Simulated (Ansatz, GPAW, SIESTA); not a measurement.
One calculation of MgB2, 3 ways

```
CELL_PARAMETERS angstrom
3.08500 0.00000 0.00000
-1.54250 2.67169 0.00000
0.00000 0.00000 3.52300
ATOMIC_POSITIONS crystal
Mg 0.00000 0.00000 0.00000
B 0.66667 0.33333 0.50000
B 0.33333 0.66667 0.50000
```

Alike in all runs: task band structure; functional BLYP; k mesh 10 × 10 × 8; occupations fermi-dirac, width 0.05 eV; no spin polarisation; no spin-orbit coupling. Pressure is positive in compression and, in plane waves, holds the error of the finite cutoff, which Ansatz's Pulay term estimates and takes out.

```csv
program and potentials,plane-wave cutoff (eV),notes,pressure (GPa)
"Ansatz, Ansatz PAW",420,"potentials made for PBE, which Ansatz adapts in part; Pulay term of +0.19 GPa included",1.02
"SIESTA, files PseudoDojo sr-pbe-0.4.1-standard, DZP (energy shift 0.003 Ry; two zetas on semicore shells)",-,atomic basis; potentials made for PBE,7.25
"GPAW, PAW data sets generated for this functional",800,-,0.66
```

The pressure spans 0.66 (GPAW, PAW data sets generated for this functional) to 7.25 GPa (SIESTA, files PseudoDojo sr-pbe-0.4.1-standard, DZP (energy shift 0.003 Ry; two zetas on semicore shells)). Some sets were made for another functional than the one run, which can shift their rows. Rows in atomic bases carry the error of their basis and grid, which can be large.

The functional is the same throughout but for its coding, so the spread measures potentials, basis and numerics; runs on potential files found faulty are left out.
